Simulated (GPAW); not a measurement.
Input of a GPAW 26.7.0 run:

Contents of run.py:

```python
from ase import Atoms
from ase.filters import FrechetCellFilter
from ase.io import write
from ase.optimize import BFGS
from ase.units import GPa
from gpaw import GPAW, PW, setup_paths

setup_paths.insert(0, '.')

atoms = Atoms(['Ga', 'Ga'],
              cell=[[1.383, -4.0265, 0.0],
                    [1.383, 4.0265, 0.0],
                    [-0.1174474948, 0.0, 3.3299294416]],
              scaled_positions=[[0.131, 0.869, 0.75],
                                [0.869, 0.131, 0.25]],
              pbc=True)

calc = GPAW(mode=PW(600),
            xc='PBEsol',
            kpts={'size': (7, 7, 6), 'gamma': True},
            occupations={'name': 'fermi-dirac', 'width': 0.05},
            nbands=10,
            convergence={'density': 1e-05, 'forces': 0.0001},
            maxiter=150,
            txt='gpaw.txt')
atoms.calc = calc
opt = BFGS(FrechetCellFilter(atoms, scalar_pressure=30 * GPa), trajectory='relax.traj', logfile='-')
done = opt.run(fmax=0.02, steps=60)
calc.write('gs.gpw')
write('result.traj', atoms)
print('Converged:', done)
print('Cell:', atoms.cell.cellpar().round(4))
print('Volume:', round(atoms.get_volume(), 4))
print(atoms.get_scaled_positions().round(5))
```

Potentials or basis: PAW data sets generated in the run's folder for this functional, pw.

Command:

```sh
$ gpaw-setup -f PBEsol Ga
$ OMP_NUM_THREADS=1 python run.py
```

Question: Predict the band gap on the k mesh.

Answer: None (metal or under the smearing width).

Question: Estimate the relaxed volume.

Answer: 14.10 Å³/atom.

Forces in eV/Å, atoms in the order of the input:
```
Ga   0.000 -0.005  0.000
Ga   0.000  0.005  0.000
```

Caveat: later steps reuse the first step's grids; the volume moved by over 15 % at a fixed basis, so the end points are rough; the program warned that so skewed a cell can give wrong results.
